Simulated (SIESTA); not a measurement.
Runs of SIESTA 5.4.2 on Rb. The cell holds a slab with vacuum, 3 atoms: a = 5.148 Å, b = 5.148 Å, c = 23.406 Å, α = 90.00°, β = 90.00°, γ = 120.00°. The slab is cut from a database's or a generator's crystal, which needn't be the stable form of the element.

```csv
potentials or basis,gap on the mesh (eV),largest force (eV/Å),work function (eV)
"PseudoDojo 0.4 standard (PBE files), DZDP (energy shift 0.003 Ry; two zetas on semicore shells; d shell added on Rb)",none,0.04,1.81
"PseudoDojo 0.4 standard (PBE files), DZP (energy shift 0.003 Ry; two zetas on semicore shells; d shell added on Rb)",none,0.04,1.79
"PseudoDojo 0.4 standard (PBE files), TZDP (energy shift 0.003 Ry; two zetas on semicore shells; d shell added on Rb)",none,0.04,1.80
"PseudoDojo 0.4 standard (PBE files), SZP (energy shift 0.003 Ry; d shell added on Rb)",none,0.04,1.80
"PseudoDojo 0.4 standard (PBE files), TZP (energy shift 0.003 Ry; two zetas on semicore shells; d shell added on Rb)",none,0.04,(a)
```

Alike in all rows: task single point; level PBE; no spin polarisation; cell as given; k mesh 6 × 6 × 1; smearing fermi-dirac 0.05 eV; grid cutoff 500 Ry; energy shift 0.003 Ry.

Problem. Estimate the missing entries.

Solution. (a) 1.78.

Caveats: the basis of atomic orbitals isn't converged, which shifts pressures, moduli and gaps.

A k mesh can miss the band edges, and the runs leave out spin-orbit coupling on Rb.

A gap of «none» marks a metal or a gap under the smearing width.
